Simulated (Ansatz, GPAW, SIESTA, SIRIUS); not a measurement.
## Pb: 5 runs at one level of theory

```xyz
2
Lattice="0.0000 3.4390 3.4390 3.4390 0.0000 3.4390 3.4390 3.4390 0.0000" Properties=species:S:1:pos:R:3 pbc="T T T"
Pb    1.7106    1.6887    1.6887
Pb    0.0015    0.0945   -0.0265
```

This isn't the form of Pb at room conditions, which is fcc.

Atoms were shifted at random by some hundredths of an Å from the given cell, which wasn't relaxed again for these runs.

Alike in all runs: task single point; functional PBEsol; k mesh 7 × 7 × 7; occupations fermi-dirac, width 0.05 eV; no spin polarisation; no spin-orbit coupling. Pressure is positive in compression and, in plane waves, holds the error of the finite cutoff, which Ansatz's Pulay term estimates and takes out.

```json
{"program and potentials": "Ansatz, Ansatz PAW", "plane-wave cutoff (eV)": "420", "notes": "potentials made for PBE, which Ansatz adapts in part", "pressure (GPa)": "0.63", "largest force (eV/Å)": "0.615", "energy over the undisturbed cell (meV/atom)": "17.88"}
{"program and potentials": "SIRIUS, PseudoDojo 0.4.1 PBEsol standard (scalar relativistic)", "plane-wave cutoff (eV)": "765", "notes": "-", "pressure (GPa)": "0.69", "largest force (eV/Å)": "0.621", "energy over the undisturbed cell (meV/atom)": "-"}
{"program and potentials": "Ansatz, all-electron LAPW, scalar-relativistic", "plane-wave cutoff (eV)": "-", "notes": "-", "pressure (GPa)": "0.64", "largest force (eV/Å)": "0.615", "energy over the undisturbed cell (meV/atom)": "-"}
{"program and potentials": "SIESTA, files PseudoDojo sr-pbesol-0.4.1-standard, DZP (energy shift 0.003 Ry; two zetas on semicore shells)", "plane-wave cutoff (eV)": "-", "notes": "atomic basis", "pressure (GPa)": "1.07", "largest force (eV/Å)": "0.675", "energy over the undisturbed cell (meV/atom)": "19.52"}
{"program and potentials": "GPAW, PAW data sets generated for this functional", "plane-wave cutoff (eV)": "600", "notes": "-", "pressure (GPa)": "0.31", "largest force (eV/Å)": "0.609", "energy over the undisturbed cell (meV/atom)": "17.66"}
```

Force on atom 1 (Pb), eV/Å:

```tsv
program and potentials	x	y	z
Ansatz, Ansatz PAW	0.059	0.611	0.037
SIRIUS, PseudoDojo 0.4.1 PBEsol standard (scalar relativistic)	0.060	0.617	0.037
Ansatz, all-electron LAPW, scalar-relativistic	0.059	0.611	0.037
SIESTA, files PseudoDojo sr-pbesol-0.4.1-standard, DZP (energy shift 0.003 Ry; two zetas on semicore shells)	0.067	0.670	0.042
GPAW, PAW data sets generated for this functional	0.058	0.605	0.036
```

The pressure spans 0.31 (GPAW, PAW data sets generated for this functional) to 1.07 GPa (SIESTA, files PseudoDojo sr-pbesol-0.4.1-standard, DZP (energy shift 0.003 Ry; two zetas on semicore shells)), with all-electron results at 0.64. Rows in atomic bases carry the error of their basis and grid, which can be large.

The functional is the same throughout but for its coding, so the spread measures potentials, basis and numerics; runs on potential files found faulty are left out.
